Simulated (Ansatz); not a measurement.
## Ti2C under changes of volume

One of the cells (13.194 Å³/atom); the others are scaled copies at fixed shape and fractional positions:

```
CELL_PARAMETERS angstrom
1.54070 0.88952 4.81377
-1.54070 0.88952 4.81377
0.00000 -1.77905 4.81377
ATOMIC_POSITIONS crystal
Ti 0.75450 0.75450 0.75450
Ti 0.24550 0.24550 0.24550
C 0.50000 0.50000 0.50000
```

The cell comes from a database or a generator and needn't be the stable form of this composition.

* Program: Ansatz 0.2.0
* Functional: LDA
* Potentials or basis: all-electron LAPW, scalar-relativistic
* Cutoff: 297 eV (chosen from the basis error)
* Basis error allowed: 0.002 eV/atom
* k mesh: 10 × 10 × 10
* Occupations: fermi-dirac, width 0.05 eV
* Spin: no spin polarisation

```tsv
volume (Å³/atom)	energy over the lowest point (meV/atom)	pressure (GPa)	largest force (eV/Å)
12.403	0.74	2.7	0.340
12.667	0.00	-1.7	0.085
12.931	6.14	-5.6	0.152
13.194	18.48	-9.2	0.369
13.458	36.40	-12.4	0.571
13.722	59.35	-15.3	0.756
13.986	?	?	?
```

Problem. What does the run at 13.986 Å³/atom give?

Solution. Energy over the lowest point 86.80 meV/atom; pressure -17.9 GPa; largest force 0.928 eV/Å.

Worked out: A Birch-Murnaghan fit of order 3 (a polynomial in V^(-2/3)) to the other rows has its minimum at 12.56 Å³/atom with B0 = V·E''(V) = 208 GPa and B' = 4.1 at fixed shape and positions, which overstates the stiffness. It gives 86.80 meV/atom at 13.986 Å³/atom, against the run's 86.80, and -dE/dV = -17.9 GPa, against -17.9.

Energies are extrapolated to zero smearing.
